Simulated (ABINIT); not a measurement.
A run of ABINIT 10.8.3 (patched build) is set up as follows.

The input run.abi:

```
# Pseudopotentials
pp_dirpath "./"
pseudos "Si.upf"

# Structure
acell 3*1.0
rprim
     4.9521082180     0.0000000000     0.0000000000
    -2.4760541091     4.2886515191     0.0000000000
     0.0000000000     0.0000000000     4.6607343234
ntypat 1
znucl 14
natom 1
typat 1
chkprim 0
chksymtnons 0
tolsym 1.0e-6
xred
            0.0            0.0            0.0

# Plane-wave basis
ecut 16.0
ecutsm 0.5

# k points
kptopt 1
ngkpt 9 9 8
nshiftk 1
shiftk 0.0 0.0 0.0

# Exchange and correlation
ixc 7

# Bands and occupations
nband 6
occopt 3
tsmear 0.05 eV

# SCF cycle
nstep 80
tolvrs 1.0e-12

# Output
iomode 3
prteig 0
prtebands 0
prtwf 0
prtden 0

# Relaxation
ionmov 2
optcell 2
ntime 50
tolmxf 2.0e-5
dilatmx 1.08
```

Potentials or basis: PseudoDojo NC SR LDA v0.4 stringent.

Launch:

```sh
$ abinit run.abi > log 2>&1
```

Question: Predict the relaxed volume.

Answer: 14.43 Å³/atom.

Question: What does it give for the band gap on the k mesh?

Answer: None (metal or under the smearing width).

Question: Predict the relaxed cell.

Answer: a = 2.600 Å, b = 2.600 Å, c = 2.465 Å, α = 90.00°, β = 90.00°, γ = 120.00°.

The path:
```
step  energy change (eV)  largest force (eV/Å)  pressure (GPa)  volume (Å³)
   1              0.0000                0.0000           -1.93        14.67
   2             -0.0011                0.0000           -1.26        14.58
   3             -0.0019                0.0000            0.18        14.41
   4             -0.0019                0.0000            0.04        14.42
   5             -0.0019                0.0000            0.01        14.43
   6             -0.0019                0.0000            0.00        14.43
```
